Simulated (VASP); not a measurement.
VASP 6.6.1 run: CdTe

INCAR

```
ISMEAR = 2
LCHARG = .FALSE.
GGA = PE
LREAL = .FALSE.
NBANDS = 16
ISIF = 2
PREC = Accurate
ENCUT = 520
EDIFF = 1E-7
LASPH = .TRUE.
NELM = 120
LWAVE = .FALSE.
IBRION = -1
SIGMA = 0.005
NSW = 0
ADDGRID = .TRUE.
```

KPOINTS

```
KPOINTS created by Atomic Simulation Environment
0
Gamma
6 6 6
0 0 0
```

POSCAR

```
Cd Te
 1.0000000000000000
     0.0000000000000000    3.2799551162000000    3.1487569115000000
     3.2799551162000000    0.0000000000000000    3.1487569115000000
     3.2799551162000000    3.2799551162000000    0.0000000000000000
 Cd  Te
   1   1
Cartesian
  0.0000000000000000  0.0000000000000000  0.0000000000000000
  1.6399775581000000  1.6399775581000000  1.5743784557500000
```

The recommended PBE PAW datasets give the neutral cell 18 valence electrons.

Command

```
mpirun -np 1 vasp_std
```

Q: How does this run end, and what does it give?

A: It converged. Results: gap between bands v and c on the k mesh 0.70 eV; least direct gap on the k mesh 0.70 eV; pressure 2.9 GPa. Band v is the last that the valence electrons fill when counted band by band, and c is the next.

OSZICAR

```
N       E                     dE             d eps       ncg     rms          rms(c)
DAV:   1     0.101528198466E+03    0.10153E+03   -0.82073E+03   960   0.973E+02
DAV:   2    -0.139511585552E+01   -0.10292E+03   -0.97331E+02  1152   0.237E+02
DAV:   3    -0.496001508286E+01   -0.35649E+01   -0.35594E+01  1192   0.462E+01
DAV:   4    -0.499270551327E+01   -0.32690E-01   -0.32689E-01  1472   0.385E+00
DAV:   5    -0.499281164745E+01   -0.10613E-03   -0.10613E-03  1216   0.183E-01    0.566E+00
DAV:   6    -0.477599818483E+01    0.21681E+00   -0.37158E-01  1088   0.737E+00    0.461E+00
DAV:   7    -0.476013971612E+01    0.15858E-01   -0.11005E-01  1176   0.215E+00    0.175E+00
DAV:   8    -0.476104263040E+01   -0.90291E-03   -0.11133E-02  1064   0.120E+00    0.475E-01
DAV:   9    -0.476136255314E+01   -0.31992E-03   -0.98982E-04  1216   0.336E-01    0.110E-01
DAV:  10    -0.476141668796E+01   -0.54135E-04   -0.11359E-04  1216   0.105E-01    0.562E-02
DAV:  11    -0.476145511383E+01   -0.38426E-04   -0.78730E-05  1096   0.597E-02    0.367E-02
DAV:  12    -0.476145418689E+01    0.92693E-06   -0.31458E-06  1232   0.154E-02    0.239E-02
DAV:  13    -0.476145379015E+01    0.39675E-06   -0.84533E-07  1240   0.475E-03    0.117E-02
DAV:  14    -0.476145389780E+01   -0.10766E-06   -0.99455E-07  1096   0.615E-03    0.688E-03
DAV:  15    -0.476145396240E+01   -0.64598E-07   -0.62036E-08  1048   0.208E-03
   1 F= -.47614540E+01 E0= -.47614540E+01  d E =-.893571E-12
```

For comparison, a separate PBE run of the intended cell, on usual settings and not on those above, gives a gap of 0.70 eV on its mesh and a pressure of 2.9 GPa.
